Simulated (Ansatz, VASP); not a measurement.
**Two plane-wave programs on Cs**

```
Cs
1.0
     5.38548    0.00000    0.00000
    -2.69274    4.66396    0.00000
     0.00000    0.00000    8.79448
Cs
2
Cartesian
  0.0000 3.1093 2.1986
  2.6927 1.5547 6.5959
```

Alike in both runs: task single point; functional PBEsol; k mesh 8 × 8 × 4; occupations fermi-dirac, width 0.1 eV; no spin polarisation.

|  | VASP | Ansatz |
| --- | --- | --- |
| version | VASP 6.6.1 | Ansatz 0.2.0 |
| potentials or method | VASP PAW PBE potentials, release 64 (Cs_sv) | plane waves (420 eV) with PAW, scalar-relativistic |
| plane-wave cutoff (eV) | 520 | 420 |
| valence electrons in the cell | 18 | 18 |

```csv
,VASP,Ansatz,Ansatz less VASP
pressure (GPa),0.0,0.0,+0.01
```

With one functional, cell and mesh, what is left measures potentials, basis and numerics. Ansatz warned: «pseudo_functional_mismatch».

Caveats: the PAW data sets were made with another functional, which shifts forces and pressure a little (VASP). Spin-orbit coupling is left out, which matters for the levels of Cs.
